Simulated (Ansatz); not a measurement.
**How far is PAW off for TaN?**

```
Ta N
1.0
     0.00000    2.17900    2.17900
     2.17900    0.00000    2.17900
     2.17900    2.17900    0.00000
Ta N
1 1
Direct
  0.50000 0.50000 0.50000
  0.00000 0.00000 0.00000
```

Atom numbers follow the list: Ta1, N2.

The cell is COD entry 2310957, as deposited and not checked against the literature; nothing was relaxed.

Spin–orbit coupling is left out, though it moves levels of the heavy atoms by tenths of an eV or more.

Methods: DFT, PBEsol, PAW with Ansatz's default frozen-core files, scalar-relativistic (Ansatz 0.2.0); DFT, PBEsol, all-electron PAW with datasets made for the crystal, scalar-relativistic (Ansatz 0.2.0); DFT, PBEsol, all-electron LAPW, scalar-relativistic (Ansatz 0.2.0).

For PAW: a Γ-centred 9×9×9 k mesh, Fermi–Dirac smearing of 0.02 eV, cutoff 420 eV, no spin polarisation; the PAW files were made with PBE, and the program remakes their frozen cores for this functional. The crystal-made all-electron datasets (AE datasets) take a cutoff of 480 eV at this cell. LAPW targets a basis error of 0.5 meV/atom. The Ansatz runs share mesh, smearing and spin set-up. Plane-wave (PAW) pressures include the program's estimate of the Pulay term.

Stress and pressure are positive in compression.

Levels count from the Fermi level.

```
                      quantity     PAW  AE datasets    LAPW
                pressure (GPa)    4.34         4.30    4.30
highest filled level at L (eV)  -7.686       -7.681  -7.681
  lowest empty level at L (eV)   2.100        2.102   2.102
highest filled level at K (eV)  -2.203       -2.199  -2.199
  lowest empty level at K (eV)   2.678        2.678   2.678
highest filled level at Γ (eV)  -2.094       -2.095  -2.095
  lowest empty level at Γ (eV)       ?        0.144   0.144
```

**Question.** Fill in "PAW" for the row "lowest empty level at Γ (eV)".

**Answer.** 0.150.
